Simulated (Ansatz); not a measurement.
# Worked example: Si(CH3)3(NH2) + C3H9N → Si(CH3)2(NH2)2 + C4H10

Species: Si(CH3)3(NH2), singlet; C3H9N `CCCN`, singlet; Si(CH3)2(NH2)2, singlet; C4H10 (butane) `CCCC`, singlet. The partners trade CH3 for NH2: Si–CH3 and C–NH2 bonds give way to Si–NH2 and C–CH3.

Shapes, held fixed at every level: PBE0-D4/def2-TZVP. Flexible molecules stand in one conformer, not always the lowest. Programs: Ansatz 0.2.0. Electronic energies: no zero-point or thermal term.

At CCSD(T)/CBS estimate; 1 Eh = 2625.50 kJ/mol:

| species | energy (Eh) |
| --- | --- |
| Si(CH3)3(NH2) | -464.639442 |
| C3H9N | -174.277120 |
| Si(CH3)2(NH2)2 | -480.711892 |
| C4H10 | -158.241596 |

**Question.** Work out ΔE of the reaction at this level.

**Answer.** 
1. Products less reactants: (-480.711892) + (-158.241596) − [(-464.639442) + (-174.277120)] = -0.036926 Eh = -96.9 kJ/mol.

Other levels give -102.8 (HF/def2-TZVPP) to -93.4 kJ/mol (B3LYP-D4/def2-TZVPP). No measured value is set beside it here. The CBS estimate extrapolates MP2 from def2-TZVPP and def2-QZVPP and adds CCSD(T) − MP2 in the triple-zeta set, cores frozen.
